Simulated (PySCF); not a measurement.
## Excitation energies in several basis sets

Phenylacetylene, C₈H₆.
SMILES: `C#Cc1ccccc1`

TDDFT with PBE0 (PySCF), vertical singlets, core orbitals frozen in the response, spherical d and f functions. Geometry: PBE0-D3(BJ)/def2-SVP; no solvent, vibrations or thermal averaging.

**Question.** Compare 6-31G*, def2-SVP, 6-31+G*, def2-SVPD, aug-cc-pVDZ and def2-TZVP for this molecule.

**Answer.** 

| basis | functions | diffuse | S1 (eV) | S2 (eV) | S3 (eV) | S4 (eV) | S5 (eV) | LUMO (eV) | α (au) |
| --- | --- | --- | --- | --- | --- | --- | --- | --- | --- |
| 6-31G* | 124 | no | 5.18 | 5.36 | 5.44 | 6.41 | 6.44 | -0.68 | 77.4 |
| def2-SVP | 142 | no | 5.14 | 5.32 | 5.43 | 6.38 | 6.38 | -0.98 | 82.4 |
| 6-31+G* | 156 | yes | 5.08 | 5.20 | 5.41 | 6.15 | 6.21 | -1.05 | 91.3 |
| def2-SVPD | 208 | yes | 5.06 | 5.23 | 5.39 | 6.23 | 6.24 | -1.11 | 94.2 |
| aug-cc-pVDZ | 238 | yes | 5.03 | 5.16 | 5.36 | 5.95 | 6.11 | -1.13 | 97.0 |
| def2-TZVP | 284 | no | 5.05 | 5.20 | 5.38 | 6.21 | 6.22 | -1.08 | 92.1 |

States are compared by their number. Against the largest diffuse basis here (aug-cc-pVDZ, itself not a converged limit), sets without diffuse functions differ by up to 0.15 eV in S1 and 0.32 eV in S5; the smaller diffuse sets differ by up to 0.05 and 0.13 eV. State by state, the largest deviation of a set without diffuse functions is S1 0.15, S2 0.21, S3 0.08, S4 0.46, S5 0.32 eV. The same number needn't mean the same state in each row. Against aug-cc-pVDZ the polarisability deviates by -20% in 6-31G*, -15% in def2-SVP, -6% in 6-31+G*, -3% in def2-SVPD, -5% in def2-TZVP. A single + in a Pople set puts diffuse functions on heavy atoms only.
